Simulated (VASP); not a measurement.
# Input and output of a VASP PBE single-point calculation on HfO₂ (strained fluorite)

INCAR

```
LWAVE = .FALSE.
NSW = 0
IBRION = -1
LCHARG = .FALSE.
NBANDS = 18
EDIFF = 1E-7
GGA = PE
PREC = Accurate
LREAL = .FALSE.
NELM = 120
SIGMA = 0.02
ISMEAR = -1
ENCUT = 520
ISIF = 2
LASPH = .TRUE.
```

KPOINTS

```
KPOINTS created by Atomic Simulation Environment
0
Gamma
8 8 8
0 0 0
```

KPOINTS_OPT

```
special points
7
Reciprocal
0.0000000000 0.0000000000 0.0000000000 1
0.5000000000 0.0000000000 0.5000000000 1
0.6250000000 0.2500000000 0.6250000000 1
0.3750000000 0.3750000000 0.7500000000 1
0.5000000000 0.5000000000 0.5000000000 1
0.5000000000 0.2500000000 0.7500000000 1
0.0000000000 0.5000000000 0.5000000000 1
```

POSCAR

```
Hf O
 1.0000000000000000
    -0.1074594432000000    2.4975983457000002    2.4975983457000002
     2.4975983457000002   -0.1074594432000000    2.4975983457000002
     2.4975983457000002    2.4975983457000002   -0.1074594432000000
 Hf  O
   1   2
Cartesian
  0.0000000000000000  0.0000000000000000 -0.0000000000000000
  1.2386541966533118  1.2386541966533118  1.2386541966533116
  3.6490830515466892  3.6490830515466892  3.6490830515466892
```

VASP ran with the recommended PBE PAW datasets (22 valence electrons in the cell).

Command

```
mpirun -np 1 vasp_std
```

OSZICAR

```
N       E                     dE             d eps       ncg     rms          rms(c)
DAV:   1     0.919882381008E+02    0.91988E+02   -0.12607E+04  2348   0.121E+03
DAV:   2    -0.318662343457E+02   -0.12385E+03   -0.11886E+03  3014   0.288E+02
DAV:   3    -0.359779075601E+02   -0.41117E+01   -0.40985E+01  2716   0.466E+01
DAV:   4    -0.360018483256E+02   -0.23941E-01   -0.23932E-01  2890   0.396E+00
DAV:   5    -0.360020024265E+02   -0.15410E-03   -0.15410E-03  2628   0.298E-01    0.465E+01
DAV:   6    -0.303480134402E+02    0.56540E+01   -0.20510E+01  2386   0.322E+01    0.407E+01
DAV:   7    -0.302459014428E+02    0.10211E+00   -0.68938E-01  2660   0.679E+00    0.288E+01
DAV:   8    -0.302301705870E+02    0.15731E-01   -0.32446E-01  2536   0.516E+00    0.101E+01
DAV:   9    -0.302050351868E+02    0.25135E-01   -0.72443E-02  2448   0.230E+00    0.273E+00
DAV:  10    -0.302053139584E+02   -0.27877E-03   -0.33307E-03  2716   0.440E-01    0.177E-01
DAV:  11    -0.302053515798E+02   -0.37621E-04   -0.17970E-04  2754   0.113E-01    0.208E-01
DAV:  12    -0.302053659562E+02   -0.14376E-04   -0.37021E-05  2584   0.406E-02    0.676E-03
DAV:  13    -0.302053668420E+02   -0.88575E-06   -0.13636E-06  2822   0.866E-03    0.199E-03
DAV:  14    -0.302053670667E+02   -0.22473E-06   -0.21959E-07  2532   0.306E-03    0.334E-03
DAV:  15    -0.302053670305E+02    0.36161E-07   -0.96747E-09  1642   0.642E-04
   1 F= -.30205367E+02 E0= -.30205367E+02  d E =-.487600E-12
       N       E                     dE             ncg
DAV:   1     0.157096052121E+04   -0.58735E+04      252
DAV:   2     0.776795835749E+03   -0.79416E+03      316
DAV:   3     0.745694451891E+03   -0.31101E+02      316
DAV:   4     0.745491703704E+03   -0.20275E+00      302
DAV:   5     0.745490073015E+03   -0.16307E-02      300
DAV:   6     0.745490046472E+03   -0.26543E-04      318
DAV:   7     0.745490045855E+03   -0.61729E-06      298
DAV:   8     0.745490045839E+03   -0.15798E-07      228
```

From OUTCAR

```
k-points           NKPTS =     65   k-points in BZ     NKDIM =     65   number of bands    NBANDS=     18

   NELECT =      22.0000    total number of electrons

   dimension x,y,z NGX =    28 NGY =   28 NGZ =   28
   dimension x,y,z NGXF=    56 NGYF=   56 NGZF=   56

  energy-cutoff  :      520.00
  volume of cell :       33.17
      direct lattice vectors                 reciprocal lattice vectors
    -0.107459443  2.497598346  2.497598346    -0.187714546  0.196154098  0.196154098
     2.497598346 -0.107459443  2.497598346     0.196154098 -0.187714546  0.196154098
     2.497598346  2.497598346 -0.107459443     0.196154098  0.196154098 -0.187714546

 k-points in reciprocal lattice and weights: KPOINTS created by Atomic Simulation Env
   0.00000000  0.00000000  0.00000000       0.002
   0.12500000  0.00000000  0.00000000       0.012
   0.25000000  0.00000000  0.00000000       0.012
   0.37500000 -0.00000000 -0.00000000       0.012
   0.50000000  0.00000000  0.00000000       0.006
   0.12500000  0.12500000  0.00000000       0.012
   0.25000000  0.12500000  0.00000000       0.023
   0.37500000  0.12500000 -0.00000000       0.023
   ...

 E-fermi :   4.5736

 k-point     1 :       0.0000    0.0000    0.0000
  band No.  band energies     occupation
      1     -25.6508      2.00000
      2     -25.6508      2.00000
      3     -25.6351      2.00000
      4     -14.5008      2.00000
      5     -11.5534      2.00000
      6      -1.1781      2.00000
      7      -1.1781      2.00000
      8      -0.9538      2.00000
      9       3.4358      2.00000
     10       3.5651      2.00000
     11       3.5651      2.00000
     12       7.9669      0.00000
     13       7.9669      0.00000
     14       9.8091      0.00000
     15      14.1249      0.00000
     16      14.1249      0.00000
     17      14.5567      0.00000
     18      17.5937      0.00000

 k-point     2 :       0.1250    0.0000    0.0000
  band No.  band energies     occupation
      1     -25.7086      2.00000
      2     -25.6556      2.00000
      3     -25.6439      2.00000
      4     -14.3102      2.00000
      5     -11.7072      2.00000
      6      -1.0291      2.00000
      7      -0.8722      2.00000
      8      -0.7364      2.00000
      9       3.0745      2.00000
     10       3.2395      2.00000
     11       3.2802      2.00000
     12       8.1923      0.00000
     13       8.2586      0.00000
     14      10.4210      0.00000
     15      13.4580      0.00000
     16      13.8377      0.00000
     17      14.2593      0.00000
     18      17.3386      0.00000

 k-point     3 :       0.2500    0.0000    0.0000
  band No.  band energies     occupation
      1     -25.8492      2.00000
      2     -25.6672      2.00000
      3     -25.6591      2.00000
      4     -13.8507      2.00000
      5     -12.0321      2.00000
      6      -0.6460      2.00000
      7      -0.5239      2.00000
      8       0.1632      2.00000
      9       2.1851      2.00000
     10       2.7208      2.00000
     11       2.8038      2.00000
     12       8.4920      0.00000
     13       8.7470      0.00000
     14      11.0927      0.00000
     15      12.9009      0.00000
     16      13.3467      0.00000
     17      13.8219      0.00000
     18      16.5278      0.00000

 k-point     4 :       0.3750   -0.0000   -0.0000
  band No.  band energies     occupation
      1     -25.9837      2.00000
      2     -25.6788      2.00000
      3     -25.6738      2.00000
      4     -13.4201      2.00000
      5     -12.2653      2.00000
      6      -0.2243      2.00000
      7      -0.2167      2.00000
      8       1.0462      2.00000
      9       1.4238      2.00000
     10       2.2785      2.00000
     11       2.5490      2.00000
     12       8.4772      0.00000
     13       8.9389      0.00000
     14      10.7398      0.00000
     15      13.0820      0.00000
     16      13.4027      0.00000
     17      13.6115      0.00000
     18      15.9777      0.00000

 k-point     5 :       0.5000    0.0000    0.0000
  band No.  band energies     occupation
      1     -26.0378      2.00000
      2     -25.6836      2.00000
      3     -25.6799      2.00000
      4     -13.2765      2.00000
      5     -12.3088      2.00000
      6      -0.1014      2.00000
      7      -0.0371      2.00000
      8       1.0923      2.00000
      9       1.4167      2.00000
     10       2.1222      2.00000
     11       2.5083      2.00000
     12       8.3822      0.00000
     13       8.9200      0.00000
     14      10.7297      0.00000
     15      13.0318      0.00000
     16      13.1401      0.00000
     17      13.6038      0.00000
     18      16.2170      0.00000

 k-point     6 :       0.1250    0.1250    0.0000
  band No.  band energies     occupation
      1     -25.7128      2.00000
      2     -25.6689      2.00000
      3     -25.6558      2.00000
      4     -14.2308      2.00000
      5     -11.7717      2.00000
      6      -1.0084      2.00000
      7      -0.8924      2.00000
      8      -0.4616      2.00000
      9       2.2549      2.00000
     10       3.5025      2.00000
     11       3.5793      2.00000
     12       8.1655      0.00000
     13       8.3566      0.00000
     14      10.6399      0.00000
     15      13.5212      0.00000
     16      13.6551      0.00000
     17      14.0942      0.00000
     18      17.3967      0.00000

 k-point     7 :       0.2500    0.1250    0.0000
  band No.  band energies     occupation
      1     -25.8240      2.00000
      2     -25.6816      2.00000
      3     -25.6707      2.00000
      4     -13.8400      2.00000
      5     -12.0489      2.00000
      6      -0.7057      2.00000
      7      -0.5995      2.00000
      8       0.3418      2.00000
      9       1.2773      2.00000
     10       3.2373      2.00000
     11       3.3210      2.00000
     12       8.4666      0.00000
     13       8.6691      0.00000
     14      11.3428      0.00000
     15      12.8419      0.00000
     16      13.2002      0.00000
     17      13.7934      0.00000
     18      16.9955      0.00000

 k-point     8 :       0.3750    0.1250   -0.0000
  band No.  band energies     occupation
      1     -25.9523      2.00000
      2     -25.7007      2.00000
      3     -25.6852      2.00000
      4     -13.3761      2.00000
      5     -12.3129      2.00000
      6      -0.3473      2.00000
      7      -0.2501      2.00000
      8       0.6197      2.00000
      9       1.3347      2.00000
     10       2.7063      2.00000
     11       2.9127      2.00000
     12       8.5848      0.00000
     13       8.9180      0.00000
     14      10.9993      0.00000
     15      12.6971      0.00000
     16      13.2041      0.00000
     17      13.9508      0.00000
     18      16.3248      0.00000

 k-point     9 :       0.5000    0.1250    0.0000
  band No.  band energies     occupation
      1     -26.0190      2.00000
      2     -25.7224      2.00000
      3     -25.6896      2.00000
      4     -13.1602      2.00000
      5     -12.3738      2.00000
      6      -0.3412      2.00000
      7       0.0420      2.00000
      8       0.4773      2.00000
      9       1.9592      2.00000
     10       2.3723      2.00000
     11       2.6291      2.00000
     12       8.4781      0.00000
     13       8.9913      0.00000
     14      10.7445      0.00000
     15      12.4822      0.00000
     16      13.2772      0.00000
     17      14.0686      0.00000
     18      16.3482      0.00000

 k-point    10 :      -0.3750    0.1250    0.0000
  band No.  band energies     occupation
      1     -25.9902      2.00000
      2     -25.7331      2.00000
      3     -25.6813      2.00000
      4     -13.2296      2.00000
      5     -12.3398      2.00000
      6      -0.4931      2.00000
      7       0.1172      2.00000
      8       0.7279      2.00000
      9       1.7600      2.00000
     10       2.0416      2.00000
     11       2.9160      2.00000
     12       8.3604      0.00000
     13       9.1171      0.00000
     14      10.7532      0.00000
     15      12.3738      0.00000
     16      13.3651      0.00000
     17      14.1556      0.00000
     18      16.3311      0.00000

 k-point    11 :      -0.2500    0.1250    0.0000
  band No.  band energies     occupation
      1     -25.8839      2.00000
      2     -25.7229      2.00000
      3     -25.6657      2.00000
      4     -13.5736      2.00000
      5     -12.1864      2.00000
      6      -0.6975      2.00000
      7      -0.1797      2.00000
      8       0.9146      2.00000
      9       1.3932      2.00000
     10       2.0952      2.00000
     11       3.3344      2.00000
     12       8.3264      0.00000
     13       9.0781      0.00000
     14      11.0830      0.00000
     15      12.3906      0.00000
     16      13.5701      0.00000
     17      13.7268      0.00000
     18      16.7090      0.00000

 ...

  Total       -0.7516832     -0.7516832     -0.7516832      0.5869497      0.5869497      0.5869497
  in kB      -36.3080437    -36.3080437    -36.3080437     28.3510346     28.3510346     28.3510346
  external PRESSURE =     -36.3080437 kB  Pullay stress =       0.0000000 kB

 POSITION                                       TOTAL-FORCE (eV/Angst)
 -----------------------------------------------------------------------------------
      0.00000      0.00000      0.00000         0.000000     -0.000000     -0.000000
      1.23865      1.23865      1.23865         0.007149      0.007149      0.007149
      3.64908      3.64908      3.64908        -0.007149     -0.007149     -0.007149
 -----------------------------------------------------------------------------------
    total drift:                                0.000000      0.000000     -0.000000

  FREE ENERGIE OF THE ION-ELECTRON SYSTEM (eV)
  ---------------------------------------------------
  free  energy   TOTEN  =       -30.2053670305 eV

  energy  without entropy=      -30.2053670305  energy(sigma->0) =      -30.20536703
```

```json
{
 "gap between bands v and c": "3.78 eV",
 "least direct gap": "3.78 eV",
 "pressure": "-3.6 GPa"
}
```

Band v is the last that the valence electrons fill when counted band by band, and c is the next.

The run took about 39 s on one core of a shared host (Intel Xeon Platinum 8488C) and held 0.2 GiB at most.
